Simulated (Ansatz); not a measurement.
# LiH: a single-point run

The task is a single-point run on LiH. The structure is shown as the input types it. The cell is built on a prototype (CsCl type) and needn't be the phase found in nature.

Method: density functional or hybrid calculation with the settings of its input, plane waves (as first typed), in Ansatz 0.2.0.

2 further runs of the same task are left out: 2 that didn't finish.

### Step 1. The system as given

The structure is cubic, space group Pm-3m (No. 221). The conventional cell has a = 2.502 Å, b = 2.502 Å, c = 2.502 Å, α = 90.00°, β = 90.00°, γ = 90.00°. Around Li (site symmetry m-3m) lie 8 H at 2.17 Å. H (site symmetry m-3m) is surrounded by 8 Li at 2.17 Å.

As a file:

```
Li H
1.0
     2.50166    0.00000    0.00000
     0.00000    2.50166    0.00000
     0.00000    0.00000    2.50166
Li H
1 1
Cartesian
  0.0000 0.0000 0.0000
  1.2508 1.2508 1.2508
```

### Step 2. Running it

The input, input.yaml:

```yaml
crystal:
  lattice:
    - [2.5016587118, 0.0, 0.0]
    - [0.0, 2.5016587118, 0.0]
    - [0.0, 0.0, 2.5016587118]
  atoms:
    - { symbol: Li, position: [0.0, 0.0, 0.0] }
    - { symbol: H, position: [0.5, 0.5, 0.5] }
kpoints:
  mp_grid: { grid: [8, 8, 8] }
hamiltonian:
  xc: pbesol
scf:
  occupations: { method: fixed }
  n_extra_bands: 4
  max_iter: 79
output:
  forces: true
  stress: true
  eigenvalues: true
basis:
  ecutwfc: 160
```

Command:

```bash
ansatz run input.yaml --threads 4 --pin off --max-ram 3686MiB --backend cpu --events-out ev --progress --plain --runs-dir out
```

What happens when this is run?

The program finished normally, with warnings (cutoff below recommended). Its log warns: «basis.ecutwfc = 160 eV is below the records' recommended 420 eV ...»

The suspect setting: basis.ecutwfc is 160. With so few plane waves the basis is incomplete by a wide margin. The potentials' recommended cutoff is 420 eV.

Run again and compare: delete basis.ecutwfc (the default then holds).
